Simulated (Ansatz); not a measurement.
# Pt (Fm-3m) in Ansatz: a series of runs

The runs below take Pt through single point, with PBE.

Program: Ansatz 0.2.0. These are calculated values, not measurements. Logs are shortened: lines on timing, memory, paths and dates and some standing lists are left out, and cuts for length are marked.

## Step 1: Starting point

It takes space group Fm-3m (No. 225, cubic). The conventional cell has a = 3.922 Å, b = 3.922 Å, c = 3.922 Å, α = 90.00°, β = 90.00°, γ = 90.00°. Around Pt (site symmetry m-3m) lie 12 Pt at 2.77 Å.

## Step 2: Single point, PBE

input.yaml

```yaml
crystal:
  lattice:
    - [0.0, 1.9609, 1.9609]
    - [1.9609, 0.0, 1.9609]
    - [1.9609, 1.9609, 0.0]
  atoms:
    - { symbol: Pt, position: [0.0, 0.0, 0.0] }
hamiltonian:
  xc: pbe
  pseudopotentials: { kind: paw }
kpoints:
  mp_grid: { grid: [12, 12, 12] }
scf:
  occupations: { method: gaussian, width: 0.025 }
output:
  forces: true
  stress: true
  eigenvalues: true
  write_density: true
  write_potential: true
  elf: true
  volumetric_format: npy
```

Potentials or basis: Ansatz PAW.

On the command line:

```
> ansatz run input.yaml --threads 2 --pin off --max-ram 5632MiB --backend cpu --events-out ev --progress --plain --runs-dir out
```

What it wrote:

```text
Warning: RAYON_NUM_THREADS=2 ignored (pool sized by the plan → 2); use --threads N
Engine: ansatz 0.2.0, aarch64-unknown-linux-gnu
Pseudopotentials: kind: paw
Pseudopotential: Pt, paw, valence charge 18, recommended cutoff 420 eV (normal), Pt.paw.azcp
Functional definition: PBE
  parameter kappa = 0.804
  parameter beta = 0.06672455060314922
  exchange = pbe_x(kappa = kappa, mu = beta*pi^2/3)
  correlation = pbe_c(beta = beta)
Crystal: 1 atoms, lattice volume = 15.080 Å³
Basis set: ecut = 420 eV, 283 PW (Γ), exchange–correlation on 40×40×40 points (8 copies of the dense FFT grid, shifted against one another)
Bands: 13, of which v1, the nominal top of the filled ones, is band 9 counted from 1 (8 counted from 0)
Symmetry: 48 space group operations
Space group: Fm-3m (ITA 225), of the structure as read, at distance tolerance 2.5e-5 Å
k-points: 72 of 1728
Non-local potential: Pt, projectors of the file, l = 0: 3, l = 1: 2, l = 2: 2, l = 3: 1
PAW form: soft (Blöchl's): semilocal exchange-correlation on the pseudo side does not see the compensation charge
PAW one-centre angular grid: Pt, 590 points (default); XC on 64 Gauss nodes
Initial density: superposition of atomic densities (neutral atoms: chi_scale 0, normalization atom), corrected by the library's trained network
Initial wavefunctions: pseudopotential atomic-orbital guess
Functional: x = pbe(κ = 0.804, μ = 0.2195149727645171), c = pbe(β = 0.06672455060314922)
SCF iter   1: F=—  HF=-12522.997688 eV  |F-HF|=—  |Δ(HF+E_count)|=         —  Δρ=3.00e-3  dr2=2.47e-4  ethr=1.77e-3  ⟨swp⟩=5.5  Hψ=5072  notcnv=0
preconditioner: auto → none  [metal: Δε(μ)=0.007 eV  Ē_g=14.216 eV  σ=0.025 eV  W_gap=0.16  n_scr=8 (ndim 8)  ℏωp=30.2 eV  f_vac=0.000  D(μ)=5.01/eV (n_scr^D=112)  sad-step TF]
SCF iter   2: F=—  HF=-12522.998336 eV  |F-HF|=—  |Δ(HF+E_count)|=   6.48e-4  Δρ=1.65e-3  dr2=6.50e-5  ethr=1.37e-6  ⟨swp⟩=2.7  Hψ=2159  notcnv=0  defer=1
SCF iter   3: F=—  HF=-12522.998525 eV  |F-HF|=—  |Δ(HF+E_count)|=   1.89e-4  Δρ=2.32e-4  dr2=6.32e-6  ethr=3.61e-7  ⟨swp⟩=2.0  Hψ=1265  notcnv=0  defer=1
SCF iter   4: F=—  HF=-12522.998524 eV  |F-HF|=—  |Δ(HF+E_count)|=   7.68e-7  Δρ=6.42e-5  dr2=1.60e-7  ethr=3.51e-8  ⟨swp⟩=2.0  Hψ=1263  notcnv=0  defer=1
iter 5 did not close the SCF: its close was put off for the readings that it lacked (scf_convergence_deferred on its scf_iter line)
SCF iter   5: F=-12522.998524 eV  HF=-12522.998524 eV  |F-HF|=6.06e-9  |Δ(HF+E_count)|=   7.59e-8  Δρ=1.17e-5  dr2=8.91e-9  ethr=8.91e-10  ⟨swp⟩=2.2  Hψ=1413  notcnv=0  defer=1
SCF iter   6: F=-12522.998524 eV  HF=-12522.998524 eV  |F-HF|=2.62e-10  |Δ(HF+E_count)|=   1.92e-9  Δρ=3.13e-6  dr2=6.85e-10  ethr=4.95e-11  ⟨swp⟩=4.3  Hψ=4779  notcnv=0
SCF 1 converged in 6 iterations: F = -12522.998524 eV  dr2 = 6.85e-10
SCF converged after 6 iterations
Free energy (F): -12522.998524 eV
Harris-Foulkes:  -12522.998524 eV  (|F-HF|=2.62e-10)
Internal energy: -12522.996965 eV  (E = F + TS)
E sigma→0 (E₀):  -12522.997745 eV
Entropy (-TS):   -0.001559 eV (-1.559 meV/atom)
Fermi energy:    23.436639 eV
--- Per-component energies (eV) ---
  E_band       = -128.080320
  E_kinetic    = 638.494220
  E_local      = -1461.432768  (includes V_loc(G=0)·N_el)
  E_nonlocal   = 199.847982
  E_hartree    = 543.436338
  E_xc         = -262.167636
  E_vxc        = -303.372455  (∫ρ·V_xc dr)
  E_paw        = -9454.033961  (= ΣΔE_a)
  E_vpaw       = -288.491005  (= ΣTr[D̂ρ^β])
  E_aug_tail   = 0.000205  (compensation charges beyond the density's cutoff)
  E_ewald      = -2727.141345
  E_smearing   = -0.001559  (= −TS)
  E_closure    = 0.000000  (closes the sum)
  Σ components = -12522.998524   (vs F -12522.998524, Δ=0.00e0)
--- Forces (eV/Å), atoms counted from 1 ---
  atom   1  Pt    -0.00000000     0.00000000    -0.00000000
  max |Σ_I F_I| component: 8.22e-33 eV/Å
--- Stress (GPa, compression-positive) ---
       10.214176       0.000000       0.000000
       -0.000000      10.214176      -0.000000
       -0.000000       0.000000      10.214176
  P = ⅓ Tr σ = 10.2142 GPa (102.142 kbar)
--- Band table (eV; the first three rows and the last of 72) ---
  k-point 0: bands = ["-75.0816", "-29.0785", "-29.0785", "-29.0785", "13.1744", "19.6142", "19.6142", "19.6142", "21.7767", "21.7767", "38.0242", "42.9651", "42.9651"]
  k-point 1: bands = ["-75.0794", "-29.1111", "-29.0832", "-29.0832", "13.4532", "19.4935", "19.7225", "19.7225", "21.7186", "21.7186", "38.4468", "41.6433", "43.3867"]
  k-point 2: bands = ["-75.0733", "-29.1995", "-29.0959", "-29.0959", "14.2255", "19.2525", "19.9428", "19.9428", "21.6723", "21.6723", "39.2871", "39.4394", "44.5600"]
  k-point 71: bands = ["-75.0371", "-29.3940", "-29.3940", "-29.2611", "17.7309", "18.8463", "18.8463", "21.4025", "23.9190", "30.5434", "31.6950", "31.6950", "35.4550"]
```

Run time: 0.64 s. Hardware: 2 threads of Arm Neoverse V2, shared host; peak memory 0.26 GiB.

What came out:

* Free energy: -12522.9985 eV
* Pressure: 10.2 GPa
* Band gap on the k mesh: none (metal or under the smearing width)

The run has no spin-orbit coupling, so splittings on Pt are missing.

## Step 3: Single point, PBE

input.yaml, as its differences from that of step 2:

```diff
@@ -13,3 +13,3 @@
 scf:
-  occupations: { method: gaussian, width: 0.025 }
+  occupations: { method: gaussian, width: 0.026 }
 output:
```

Potentials or basis: Ansatz PAW.

On the command line:

```
> ansatz run input.yaml --threads 2 --pin off --max-ram 5632MiB --backend cpu --events-out ev --progress --plain --runs-dir out
```

It took 0.64 s on 2 threads of Arm Neoverse V2, shared host; peak memory 0.26 GiB.

The run converged. Its results:

| Quantity | Value |
| --- | --- |
| Free energy | -12522.9986 eV |
| Pressure | 10.2 GPa |
| Band gap on the k mesh | none (metal or under the smearing width) |

Levels at points of the mesh, in eV from the Fermi level:
```csv
k point,band 6,band 7,band 8,band 9,band 10,band 11,band 12,band 13
"(0.00, 0.00, 0.00)",-3.82,-3.82,-3.82,-1.66,-1.66,14.59,19.53,19.53
"(0.00, 0.00, -0.50)",-3.89,-3.89,-0.52,0.02,0.02,5.83,14.16,18.93
"(0.00, -0.50, -0.50)",-6.66,-0.01,0.48,0.48,1.74,8.87,11.37,11.37
```

The run has no spin-orbit coupling, so splittings on Pt are missing.
